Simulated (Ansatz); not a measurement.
input.yaml (Ansatz)

```yaml
crystal:
  lattice:
    - [0.0, 2.1248940952, 2.1248940952]
    - [2.1248940952, 0.0, 2.1248940952]
    - [2.1248940952, 2.1248940952, 0.0]
  atoms:
    - { symbol: Se, position: [0.0, 0.0, 0.0] }
hamiltonian:
  xc: revpbe
  pseudopotentials:
    kind: paw
    azcp:
      Se: "pseudopotentials/Se.paw.azcp"
basis:
  ecutwfc: 420
  fft_grid_basis: typed
kpoints:
  mp_grid: { grid: [14, 14, 14], shift: [0, 0, 0] }
magnetization:
  spin_polarized: false
scf:
  occupations: { method: fermi_dirac, width: 0.1 }
  lower_state_search: "off"
output:
  stress: true
```

Output

```
Engine: ansatz 0.2.0, aarch64-unknown-linux-gnu
Pseudopotentials: kind: paw
Pseudopotential: Se, paw, valence charge 16, recommended cutoff 420 eV (normal) 
Functional definition: revPBE
  parameter kappa = 1.245
  parameter beta = 0.06672455060314922
  exchange = pbe_x(kappa = kappa, mu = beta*pi^2/3)
  correlation = pbe_c(beta = beta)
Crystal: 1 atoms, lattice volume = 19.189 Å³
Basis set: ecut = 420 eV, 339 PW (Γ)
Bands: 12, of which v1, the nominal top of the filled ones, is band 8 counted from 1 (7 counted from 0)
Symmetry: 48 space group operations
Space group: Fm-3m (ITA 225), of the structure as read, at distance tolerance 2.7e-5 Å
k-points: 104 of 2744
Non-local potential: Se, projectors of the file, l = 0: 2, l = 1: 2, l = 2: 3, l = 3: 1
PAW form: soft (Blöchl's): semilocal exchange-correlation on the pseudo side does not see the compensation charge
PAW frozen core: Se, regenerated for the run's functional, and the local potential with it (the file was generated under x = pbe(κ = 0.804, μ = 0.2195149727645171), c = pbe(β = 0.06672455060314922))
PAW one-centre angular grid: Se, 590 points (default); XC on 64 Gauss nodes
Initial density: superposition of atomic densities (neutral atoms: chi_scale 0, normalization atom), corrected by the library's trained network
Initial wavefunctions: pseudopotential atomic-orbital guess
Functional: x = revpbe(κ = 1.245, μ = 0.2195149727645171), c = pbe(β = 0.06672455060314922)
SCF iter   1: F=—  HF=-5472.563180 eV  |F-HF|=—  |Δ(HF+E_count)|=         —  Δρ=2.43e-3  dr2=8.01e-4  ethr=1.77e-3  ⟨swp⟩=5.3  Hψ=7374  notcnv=0
SCF iter   2: F=—  HF=-5472.563365 eV  |F-HF|=—  |Δ(HF+E_count)|=   1.86e-4  Δρ=1.71e-3  dr2=4.97e-4  ethr=5.00e-6  ⟨swp⟩=1.6  Hψ=2214  notcnv=0
SCF iter   3: F=—  HF=-5472.563417 eV  |F-HF|=—  |Δ(HF+E_count)|=   5.19e-5  Δρ=3.05e-4  dr2=1.06e-5  ethr=3.11e-6  ⟨swp⟩=2.0  Hψ=1552  notcnv=0  defer=2
SCF iter   4: F=—  HF=-5472.563403 eV  |F-HF|=—  |Δ(HF+E_count)|=   1.42e-5  Δρ=2.00e-4  dr2=3.11e-6  ethr=6.63e-8  ⟨swp⟩=2.0  Hψ=2067  notcnv=0  defer=2
SCF iter   5: F=—  HF=-5472.563404 eV  |F-HF|=—  |Δ(HF+E_count)|=   1.28e-6  Δρ=9.79e-5  dr2=1.66e-6  ethr=1.95e-8  ⟨swp⟩=2.1  Hψ=2065  notcnv=0
SCF iter   6: F=—  HF=-5472.563404 eV  |F-HF|=—  |Δ(HF+E_count)|=   4.04e-7  Δρ=2.90e-5  dr2=1.50e-7  ethr=1.04e-8  ⟨swp⟩=2.0  Hψ=1509  notcnv=0
SCF iter   7: F=-5472.563404 eV  HF=-5472.563404 eV  |F-HF|=2.22e-9  |Δ(HF+E_count)|=   5.00e-8  Δρ=4.42e-6  dr2=3.50e-9  ethr=6.25e-10  ⟨swp⟩=4.0  Hψ=3947  notcnv=0
SCF 1 converged in 7 iterations: F = -5472.563404 eV  dr2 = 3.50e-9
SCF converged after 7 iterations
Free energy (F): -5472.563404 eV
Harris-Foulkes:  -5472.563404 eV  (|F-HF|=2.22e-9)
Internal energy: -5472.533018 eV  (E = F + TS)
E sigma→0 (E₀):  -5472.548211 eV
Entropy (-TS):   -0.030386 eV (-30.386 meV/atom)
Fermi energy:    12.201849 eV
--- Per-component energies (eV) ---
  E_band       = -328.382939
  E_kinetic    = 117.234043
  E_local      = -2000.766040  (includes V_loc(G=0)·N_el)
  E_nonlocal   = -595.073050
  E_hartree    = 1014.834304
  E_xc         = -103.835549
  E_vxc        = -97.600314  (∫ρ·V_xc dr)
  E_paw        = -1916.250859  (= ΣΔE_a)
  E_vpaw       = 218.151849  (= ΣTr[D̂ρ^β])
  E_aug_tail   = -0.000578  (compensation charges beyond the density's cutoff)
  E_ewald      = -1988.477858
  E_core_change = -0.197430  (= ΣΔE_core)
  E_smearing   = -0.030386  (= −TS)
  E_closure    = 0.000000  (closes the sum)
  Σ components = -5472.563404   (vs F -5472.563404, Δ=0.00e0)
--- Stress (GPa, compression-positive) ---
        6.234778      -0.000000       0.000000
       -0.000000       6.234778       0.000000
        0.000000      -0.000000       6.234778
  P = ⅓ Tr σ = 6.2348 GPa (62.348 kbar)
```
